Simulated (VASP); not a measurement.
# BN (P6_3/mmc) in VASP: a series of runs

One crystal, BN, is run at these levels: LDA; tasks: phonons, dielectric tensor.

All numbers are computed with VASP 6.6.1; they aren't measurements. Logs are shortened: lines on timing, memory, paths and dates and some standing lists are left out, and cuts for length are marked.

## (1) The crystal as given

Symmetry: P6_3/mmc, No. 194, hexagonal system. The conventional cell has a = 2.490 Å, b = 2.490 Å, c = 6.434 Å, α = 90.00°, β = 90.00°, γ = 120.00°. B (site symmetry -6m2) is surrounded by 3 N at 1.44 Å. N (site symmetry -6m2) has 3 B at 1.44 Å as nearest neighbours.

The cell was built by a generator and needn't be a form met in nature.

## (2) Phonons, LDA

Input file POSCAR:

```
BN
1.0
    2.4901203009     -0.0000000000     -0.0000000000
   -1.2450601505      2.1565074391     -0.0000000000
   -0.0000000000      0.0000000000      6.4340342432
  B               N
     2     2
Direct
     0.3333333332999970    0.6666666667000030    0.2500000000000000
     0.6666666667000030    0.3333333332999970    0.7500000000000000
     0.6666666667000030    0.3333333332999970    0.2500000000000000
     0.3333333332999970    0.6666666667000030    0.7500000000000000
```

Input file INCAR.step1:

```
PREC     = Accurate       # precision mode
ENCUT    = 600            # plane-wave cutoff, eV
EDIFF    = 1E-8           # SCF threshold, eV
ISMEAR   = 0              # smearing method
SIGMA    = 0.02           # smearing width, eV
LREAL    = False          # projectors in reciprocal space
LASPH    = True           # aspherical terms in the spheres
NELM     = 60             # most SCF steps
ALGO     = Fast           # electronic algorithm
ISIF     = 3              # what is computed and relaxed
LWAVE    = False          # write WAVECAR
LCHARG   = False          # write CHGCAR
GGA      = CA             # functional
IBRION   = 2              # ionic algorithm
NSW      = 40             # ionic steps
EDIFFG   = -0.002         # ionic threshold
KPAR     = 4
```

Input file INCAR.step2:

```
PREC     = Accurate       # precision mode
ENCUT    = 600            # plane-wave cutoff, eV
EDIFF    = 1E-8           # SCF threshold, eV
ISMEAR   = 0              # smearing method
SIGMA    = 0.02           # smearing width, eV
LREAL    = False          # projectors in reciprocal space
LASPH    = True           # aspherical terms in the spheres
NELM     = 60             # most SCF steps
ALGO     = Fast           # electronic algorithm
ISIF     = 2              # what is computed and relaxed
LWAVE    = False          # write WAVECAR
LCHARG   = False          # write CHGCAR
GGA      = CA             # functional
IBRION   = 6              # ionic algorithm
NFREE    = 2            
POTIM    = 0.015          # step
NSW      = 1              # ionic steps
KPAR     = 4
```

Input file KPOINTS:

```
Automatic mesh
0
Gamma
  12 12 4
```

Potentials or basis: VASP PAW LDA potentials, release 64 (B, N).

The run is started by

```
$ cat potpaw_LDA.64/B/POTCAR potpaw_LDA.64/N/POTCAR > POTCAR
$ cp INCAR.step1 INCAR
$ mpirun -np 4 vasp_std > vasp.out
$ cp CONTCAR POSCAR
$ cp INCAR.step2 INCAR
$ mpirun -np 4 vasp_std > vasp.out
```

OUTCAR:

```text
PREC = Accurate
   ENCUT = 600
   EDIFF = 1E-8
   ISMEAR = 0
   LREAL = False
   LASPH = True
   NELM = 60
   ISIF = 2
   GGA = CA
   IBRION = 6
   NFREE = 2
   POTIM = 0.015
   NSW = 1

 ion  position               nearest neighbor table
   1  0.333  0.667  0.250-   3 1.44   3 1.44   3 1.44
   2  0.667  0.333  0.750-   4 1.44   4 1.44   4 1.44
   3  0.667  0.333  0.250-   1 1.44   1 1.44   1 1.44
   4  0.333  0.667  0.750-   2 1.44   2 1.44   2 1.44

  LATTYP: Found a hexagonal cell.
 ALAT       =     2.4902474070
 C/A-ratio  =     2.5837609344

  Lattice vectors:

 A1 = (   2.4902474070,  -0.0000000000,   0.0000000000)
 A2 = (  -1.2451237036,   2.1566175162,   0.0000000000)
 A3 = (   0.0000000000,   0.0000000000,   6.4342039673)

Analysis of symmetry for initial positions (statically):
=====================================================================
 Subroutine PRICEL returns:
 Original cell was already a primitive cell.

 Routine SETGRP: Setting up the symmetry group for a
 hexagonal supercell.

 Subroutine GETGRP returns: Found 24 space group operations
 (whereof 12 operations were pure point group operations)
 out of a pool of 24 trial point group operations.

The static configuration has the point symmetry D_3d.
 The point group associated with its full space group is D_6h.

Analysis of symmetry for dynamics (positions and initial velocities):
=====================================================================
 Subroutine PRICEL returns:
 Original cell was already a primitive cell.

 Routine SETGRP: Setting up the symmetry group for a
 hexagonal supercell.

 Subroutine GETGRP returns: Found 24 space group operations
 (whereof 12 operations were pure point group operations)
 out of a pool of 24 trial point group operations.

The dynamic configuration has the point symmetry D_3d.
 The point group associated with its full space group is D_6h.

 Subroutine INISYM returns: Found 24 space group operations
 (whereof 12 operations are pure point group operations),
 and found     1 'primitive' translations

----------------------------------------------------------------------------------------

                                     Primitive cell

  volume of cell :      34.5550

  direct lattice vectors                    reciprocal lattice vectors
     2.490247407 -0.000000000  0.000000000     0.401566526  0.231844542  0.000000000
    -1.245123704  2.156617516  0.000000000     0.000000000  0.463689084  0.000000000
     0.000000000  0.000000000  6.434203967     0.000000000  0.000000000  0.155419381

  length of vectors
     2.490247407  2.490247407  6.434203967     0.463689084  0.463689084  0.155419381

  position of ions in fractional coordinates (direct lattice)
     0.333333333  0.666666667  0.250000000
     0.666666667  0.333333333  0.750000000
     0.666666667  0.333333333  0.250000000
     0.333333333  0.666666667  0.750000000

  ion indices of the primitive-cell ions
   primitive index   ion index
                 1           1
                 2           2
                 3           3
                 4           4

----------------------------------------------------------------------------------------

 KPOINTS: Automatic mesh

Automatic generation of k-mesh.
 Grid dimensions read from file:
 generate k-points for:   12   12    4

 Generating k-lattice:

  Cartesian coordinates                     Fractional coordinates (reciprocal lattice)
     0.033463877  0.019320378  0.000000000     0.083333333  0.000000000  0.000000000
[... 77 lines left out ...]
   IMIX   =      4    mixing-type and parameters
     AMIX     =   0.40;   BMIX     =  1.00
     AMIX_MAG =   1.60;   BMIX_MAG =  1.00
  volume/ion in A,a.u.               =       8.64        58.30
  Fermi-wavevector in a.u.,A,eV,Ry     =   1.266518  2.393372 21.824666  1.604068
  Thomas-Fermi vector in A             =   2.399714
   LORBIT       =      0    0 simple, 1 ext, 2 COOP (PROOUT), +10 PAW based schemes
   GGA     = CA    functional components
   LHFCALC =     F    Hartree Fock is set to
   AEXX    =    0.0000 exact exchange contribution
   IVDW    =     0    specifies the selected vdW correction
   LEPSILON=     F    determine dielectric tensor
   LRPA    =     F    only Hartree local field effects (RPA)
 finite differences with symmetry
 non-spin polarized calculation
 RMM-DIIS sequential band-by-band and
 Gauss-broadening in eV      SIGMA  =   0.02
  energy-cutoff  :      600.00
  volume of cell :       34.55
 maximum number of plane-waves:      1191
 NGX is ok and might be reduce to    20
   NGX =  9   NGY =  9   NGZ = 25

--------------------------------------- Ionic step        1  -------------------------------------------

 number of electron      16.0000000 magnetization

 Free energy of the ion-electron system (eV)
  ---------------------------------------------------
  ext. energy  EPLUGINS =         0.00000000
  ---------------------------------------------------
  free energy    TOTEN  =       -38.58511890 eV

  energy without entropy =      -38.58511890  energy(sigma->0) =      -38.58511890

------------------------ aborting loop because EDIFF is reached ----------------------------------------

  FORCE on cell =-STRESS in cart. coord.  units (eV):
  Direction    XX          YY          ZZ          XY          YZ          ZX
  --------------------------------------------------------------------------------------
  -------------------------------------------------------------------------------------
  Total       -0.0008635     -0.0008635      0.0057859      0.0000000     -0.0000000      0.0000000
  in kB       -0.0400364     -0.0400364      0.2682689      0.0000000     -0.0000000      0.0000000
  external PRESSURE =       0.0627320 kB  Pullay stress =       0.0000000 kB
[... 291 lines left out ...]
--------------------------------------- Ionic step        9  -------------------------------------------

 number of electron      16.0000000 magnetization

 Free energy of the ion-electron system (eV)
  ---------------------------------------------------
  ext. energy  EPLUGINS =         0.00000000
  ---------------------------------------------------
  free energy    TOTEN  =       -38.58355029 eV

  energy without entropy =      -38.58355029  energy(sigma->0) =      -38.58355029

 E-fermi :   2.6168     XC(G=0): -10.7527

 val. band max:        2.5137581489   @ k =   0.3333   0.2500   0.0000
 cond. band min:       6.5395783630   @ k =   0.5000   0.0000   0.0000
 fundamental gap:      4.0258202140
 Fermi energy:         2.6168118623

 k-point     1 :       0.0000    0.0000    0.0000
  band No.  band energies     occupation
      1     -15.2416      2.00000
      2     -14.8461      2.00000
      3      -4.0767      2.00000
      4      -1.5233      2.00000
      5       1.1613      2.00000
      6       1.1613      2.00000
      7       1.2114      2.00000
      8       1.2114      2.00000
      9       7.6472      0.00000
     10      12.9734      0.00000
     11      14.0356      0.00000
     12      14.0542      0.00000
[... 331 lines left out ...]
 k-point    24 :       0.3333    0.0000    0.2500
  band No.  band energies     occupation
      1     -13.1691      2.00000
      2     -12.9671      2.00000
      3      -4.4002      2.00000
      4      -4.3199      2.00000
      5      -1.1290      2.00000
      6      -1.0709      2.00000
      7      -0.9220      2.00000
      8       0.5473      2.00000
      9       9.2118      0.00000
     10       9.8920      0.00000
     11      11.5203      0.00000
     12      12.8393      0.00000

 [... further k-points ...]

------------------------ aborting loop because EDIFF is reached ----------------------------------------

  FORCE on cell =-STRESS in cart. coord.  units (eV):
  Direction    XX          YY          ZZ          XY          YZ          ZX
  --------------------------------------------------------------------------------------
  -------------------------------------------------------------------------------------
  Total       -0.0025453     -0.0025453      0.0014178      0.0000000      0.0000000      0.0000000
  in kB       -0.1180170     -0.1180170      0.0657383      0.0000000      0.0000000      0.0000000
  external PRESSURE =      -0.0567652 kB  Pullay stress =       0.0000000 kB
[... 19 lines left out ...]
  FREE ENERGIE OF THE ION-ELECTRON SYSTEM (eV)
  ---------------------------------------------------
  free  energy   TOTEN  =       -38.5835502891 eV

  energy  without entropy=      -38.5835502891  energy(sigma->0) =      -38.58355029

 INTERNAL STRAIN TENSORS FROM DISPLACED ATOMS
 ============================================

 INTERNAL STRAIN TENSOR FOR ION    1 for displacements in x,y,z  (eV/Angst):
          X           Y           Z          XY          YZ          ZX
  --------------------------------------------------------------------------------
  x     0.00000    -0.00000     0.00000   -13.47064     0.00000     0.00000
  y   -13.47064    13.47064    -0.00000    -0.00000     0.00000     0.00000
  z     0.00000     0.00000    -0.00000     0.00000     0.00000    -0.00000

 INTERNAL STRAIN TENSOR FOR ION    4 for displacements in x,y,z  (eV/Angst):
          X           Y           Z          XY          YZ          ZX
  --------------------------------------------------------------------------------
  x     0.00000    -0.00000    -0.00000   -13.70386     0.00000     0.00000
  y   -13.70386    13.70386     0.00000    -0.00000     0.00000     0.00000
  z    -0.00000     0.00000     0.00000    -0.00000     0.00000    -0.00000

 Eigenvectors and eigenvalues of the dynamical matrix
 ----------------------------------------------------

   1 f  =   41.373619 THz   259.958112 2PiTHz 1380.075362 cm-1   171.107460 meV
             X         Y         Z           dx          dy          dz
     -0.000000  1.437745  1.608551    -0.226335    0.480147    0.000000
      1.245124  0.718873  4.825653     0.226335   -0.480147   -0.000000
      1.245124  0.718873  1.608551     0.199188   -0.422558   -0.000000
     -0.000000  1.437745  4.825653    -0.199188    0.422558   -0.000000
[... 71 lines left out ...]
  12 f/i=    0.001361 THz     0.008551 2PiTHz    0.045397 cm-1     0.005629 meV
             X         Y         Z           dx          dy          dz
     -0.000000  1.437745  1.608551     0.366336    0.289262   -0.000000
      1.245124  0.718873  4.825653     0.366336    0.289262   -0.000000
      1.245124  0.718873  1.608551     0.416867    0.329162   -0.000000
     -0.000000  1.437745  4.825653     0.416867    0.329162   -0.000000

 ELASTIC MODULI CONTR FROM IONIC RELAXATION (kBar)
 Direction    XX          YY          ZZ          XY          YZ          ZX
 --------------------------------------------------------------------------------
 XX        -415.5789    415.5789      0.0000      0.0000      0.0000      0.0000
 YY         415.5789   -415.5789     -0.0000      0.0000     -0.0000     -0.0000
 ZZ           0.0000     -0.0000     -0.0000     -0.0000      0.0000      0.0000
 XY           0.0000      0.0000     -0.0000   -415.5789     -0.0000     -0.0000
 YZ           0.0000     -0.0000      0.0000     -0.0000     -0.0000     -0.0000
 ZX           0.0000     -0.0000      0.0000     -0.0000     -0.0000     -0.0000
 --------------------------------------------------------------------------------
```

Run time: 53 s. Hardware: 4 MPI ranks of Intel Xeon 6975P-C (Granite Rapids), shared host; peak memory 0.29 GiB.

What came out:

* Highest phonon frequency at Γ, LO-TO splitting left out: 1380 cm⁻¹

Phonon frequencies in cm⁻¹ (negative: imaginary):
| q point | frequencies |
| --- | --- |
| (0.000, 0.000, 0.000) | 0 0 0 54 54 121 749 811 1380 1380 1380 1380 |

## (3) Dielectric tensor, LDA

Input file INCAR:

```
PREC     = Accurate       # precision mode
ENCUT    = 600            # plane-wave cutoff, eV
EDIFF    = 1E-8           # SCF threshold, eV
ISMEAR   = 0              # smearing method
SIGMA    = 0.02           # smearing width, eV
LREAL    = False          # projectors in reciprocal space
LASPH    = True           # aspherical terms in the spheres
NELM     = 60             # most SCF steps
ALGO     = Fast           # electronic algorithm
ISIF     = 2              # what is computed and relaxed
LWAVE    = False          # write WAVECAR
LCHARG   = False          # write CHGCAR
GGA      = CA             # functional
LEPSILON = True           # dielectric tensor by DFPT
KPAR     = 4
```

KPOINTS is that of step 2.

POSCAR: that of step 2 with these lines changed.

```diff
@@ -1,2 +1,2 @@
-BN
+BN                                      
 1.0
@@ -5,3 +5,3 @@
    -0.0000000000      0.0000000000      6.4340342432
-  B               N
+  B               N             
      2     2
```

Potentials or basis: VASP PAW LDA potentials, release 64 (B, N).

The run is started by

```
$ cat potpaw_LDA.64/B/POTCAR potpaw_LDA.64/N/POTCAR > POTCAR
$ mpirun -np 4 vasp_std > vasp.out
```

OUTCAR:

```text
PREC = Accurate
   ENCUT = 600
   EDIFF = 1E-8
   ISMEAR = 0
   LREAL = False
   LASPH = True
   NELM = 60
   ISIF = 2
   GGA = CA
   LEPSILON = True

 ion  position               nearest neighbor table
   1  0.333  0.667  0.250-   3 1.44   3 1.44   3 1.44
   2  0.667  0.333  0.750-   4 1.44   4 1.44   4 1.44
   3  0.667  0.333  0.250-   1 1.44   1 1.44   1 1.44
   4  0.333  0.667  0.750-   2 1.44   2 1.44   2 1.44

  LATTYP: Found a hexagonal cell.
 ALAT       =     2.4901203009
 C/A-ratio  =     2.5838246614

  Lattice vectors:

 A1 = (   2.4901203009,   0.0000000000,   0.0000000000)
 A2 = (  -1.2450601505,   2.1565074391,   0.0000000000)
 A3 = (   0.0000000000,   0.0000000000,   6.4340342432)

Analysis of symmetry for initial positions (statically):
=====================================================================
 Subroutine PRICEL returns:
 Original cell was already a primitive cell.

 Routine SETGRP: Setting up the symmetry group for a
 hexagonal supercell.

 Subroutine GETGRP returns: Found 24 space group operations
[... 595 lines left out ...]
  free energy    TOTEN  =        -0.19573445 eV

  energy without entropy =       -0.19573445

------------------------ aborting loop because EDIFF is reached ----------------------------------------

 PIEZOELECTRIC TENSOR FIELD DIRECTION 3  (e Angst)
 -----------------------------------------------------------------------------
    -0.00042  0.00000  0.00000           ( -0.00000  0.00000  0.00000)
     0.00000 -0.00042 -0.00000           (  0.00000 -0.00000 -0.00000)
     0.00000 -0.00000  0.00054           (  0.00000 -0.00000 -0.00001)

 PIEZOELECTRIC TENSOR FIELD DIRECTION 3  (C/m^2)
 -----------------------------------------------------------------------------
    -0.00019  0.00000  0.00000
     0.00000 -0.00019 -0.00000
     0.00000 -0.00000  0.00025

 MACROSCOPIC STATIC DIELECTRIC TENSOR (including local field effects in DFT)
 ------------------------------------------------------
           4.936895    -0.000000     0.000000
          -0.000000     4.936895    -0.000000
           0.000000     0.000000     2.908606
 ------------------------------------------------------

 PIEZOELECTRIC TENSOR (including local field effects)  for field in x, y, z        (e  Angst)
          XX          YY          ZZ          XY          YZ          ZX
  --------------------------------------------------------------------------------
  x     0.00000     0.00000     0.00000     0.00000     0.00000     0.00000
  y     0.00000     0.00000     0.00000     0.00000     0.00000     0.00000
  z     0.00000     0.00000     0.00000     0.00000     0.00000     0.00000

 PIEZOELECTRIC TENSOR (including local field effects)  for field in x, y, z        (C/m^2)
          XX          YY          ZZ          XY          YZ          ZX
  --------------------------------------------------------------------------------
  x     0.00000     0.00000     0.00000     0.00000     0.00000     0.00000
  y     0.00000     0.00000     0.00000     0.00000     0.00000     0.00000
  z     0.00000     0.00000     0.00000     0.00000     0.00000     0.00000

 BORN EFFECTIVE CHARGES (including local field effects) (in |e|, cummulative output)
 ---------------------------------------------------------------------------------
 ion    1
    1     2.70582    -0.00000     0.00000
    2    -0.00000     2.70582     0.00000
    3    -0.00000    -0.00000     0.83083
 ion    2
    1     2.70582    -0.00000     0.00000
    2    -0.00000     2.70582     0.00000
    3     0.00000    -0.00000     0.83083
 ion    3
    1    -2.70582     0.00000     0.00000
    2     0.00000    -2.70582     0.00000
    3     0.00000     0.00000    -0.83083
 ion    4
    1    -2.70582     0.00000     0.00000
    2     0.00000    -2.70582     0.00000
    3     0.00000     0.00000    -0.83083
```

stdout:

```text
POSCAR found type information on POSCAR B N
 POSCAR found :  2 types and       4 ions
 scaLAPACK will be used
 LDA part: xc-table for (Slater(with rela. corr.)+CA(PZ))
 , standard interpolation
 POSCAR, INCAR and KPOINTS ok, starting setup
 FFT: planning ... GRIDC
 FFT: planning ... GRID_SOFT
 FFT: planning ... GRID
 WAVECAR not read
 entering main loop
 Linear response reoptimize wavefunctions to high precision
 Linear response G [H, r] |phi>, progress :
  Direction:   1
 Linear response G [H, r] |phi>, progress :
  Direction:   2
 Linear response G [H, r] |phi>, progress :
  Direction:   3
 Linear response to external field (no local field effect), progress :
  Direction:   1
 dielectric tensor                  component  1 :     5.553     1.210    -0.154
 Linear response to external field (no local field effect), progress :
  Direction:   2
 dielectric tensor                  component  2 :     1.210     4.624    -0.199
 Linear response to external field (no local field effect), progress :
  Direction:   3
 dielectric tensor                  component  3 :    -0.154    -0.199     3.267
 Linear response to external field, progress :
  Direction:   1
 dielectric tensor                  component  1 :     4.937     0.215     0.039
 Linear response to external field, progress :
  Direction:   2
 dielectric tensor                  component  2 :     0.215     4.937    -0.160
 Linear response to external field, progress :
  Direction:   3
 dielectric tensor                  component  3 :    -0.153    -0.198     2.909
 Born effective charges drift removed
```

Wall time 32 s (4 MPI ranks of Intel Xeon 6975P-C (Granite Rapids), shared host); peak memory 0.28 GiB.

What came out:

- Band gap on the k mesh: 4.03 eV, indirect (least direct gap 4.43 eV)
- Electronic dielectric tensor (diagonal): 4.94, 4.94, 2.91
- Born charges (mean of the diagonal): B +2.08; N -2.08 e

Electronic dielectric tensor:
```
4.94 0.00 0.00
0.00 4.94 0.00
0.00 0.00 2.91
```

Born effective charge tensors (e):
atom 1, B
```
2.71 0.00 0.00
0.00 2.71 0.00
0.00 0.00 0.83
```
atom 2, B
```
2.71 0.00 0.00
0.00 2.71 0.00
0.00 0.00 0.83
```
atom 3, N
```
-2.71  0.00  0.00
 0.00 -2.71  0.00
 0.00  0.00 -0.83
```
atom 4, N
```
-2.71  0.00  0.00
 0.00 -2.71  0.00
 0.00  0.00 -0.83
```
